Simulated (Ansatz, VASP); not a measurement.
**V: VASP beside Ansatz**

INCAR

```
SYSTEM = V
ALGO = Normal
EDIFF = 1E-6
EDIFFG = -0.005
ENCUT = 600
GGA = PE
IBRION = 2
ISIF = 3
ISMEAR = 0
LASPH = .True.
LCHARG = .False.
LREAL = .False.
LWAVE = .False.
NELM = 60
NSW = 100
PREC = Accurate
SIGMA = 0.1
```

KPOINTS

```
k-points
0
Gamma
  20 20 20
  0 0 0
```

POSCAR

```
V
1.0
   -1.5130000000      1.5130000000      1.5130000000
    1.5130000000     -1.5130000000      1.5130000000
    1.5130000000      1.5130000000     -1.5130000000
V
1
Direct
    0.0000000000      0.0000000000      0.0000000000
```

Input for Ansatz:

```yaml
crystal:
  lattice:
    - [-1.513, 1.513, 1.513]
    - [1.513, -1.513, 1.513]
    - [1.513, 1.513, -1.513]
  atoms:
    - { symbol: V, position: [0.0, 0.0, 0.0] }
basis:
  ecutwfc: 420
kpoints:
  mp_grid: { grid: [20, 20, 20] }
hamiltonian:
  xc: pbe
scf:
  occupations: { method: gaussian, width: 0.1 }
output:
  forces: true
  stress: true
  eigenvalues: true
relax:
  adjacent_minimum: "off"
  f_tol: 0.005
  max_steps: 80
  cell: { stress_tol: 0.05 }
```

Alike in both runs: task relaxation of cell and atoms; functional PBE; k mesh 20 × 20 × 20; occupations gaussian, width 0.1 eV; no spin polarisation.

|  | VASP | Ansatz |
| --- | --- | --- |
| version | VASP 6.6.1 | Ansatz 0.2.0 |
| potentials or method | VASP PAW PBE potentials, release 64 (V_sv) | scalar-relativistic, plane waves, PAW |
| plane-wave cutoff (eV) | 600 | 420 |
| valence electrons in the cell | 13 | 13 |

Ansatz gave:

```
gap on the k mesh at the Fermi level, each at its own relaxed structure (eV) : none
relaxed volume (Å³/atom)                                                     : 13.46
relaxed cell length with the largest relative difference (Å)                 : 2.596
energy change over the relaxation (meV/atom)                                 : -6
```

**Question.** Which values does VASP return?

**Answer.** gap on the k mesh at the Fermi level, each at its own relaxed structure (eV): none; relaxed volume (Å³/atom): 13.47; relaxed cell length with the largest relative difference (Å): 2.596; energy change over the relaxation (meV/atom): -6.

A gap of «none» marks a metal or a gap that the smearing closes.
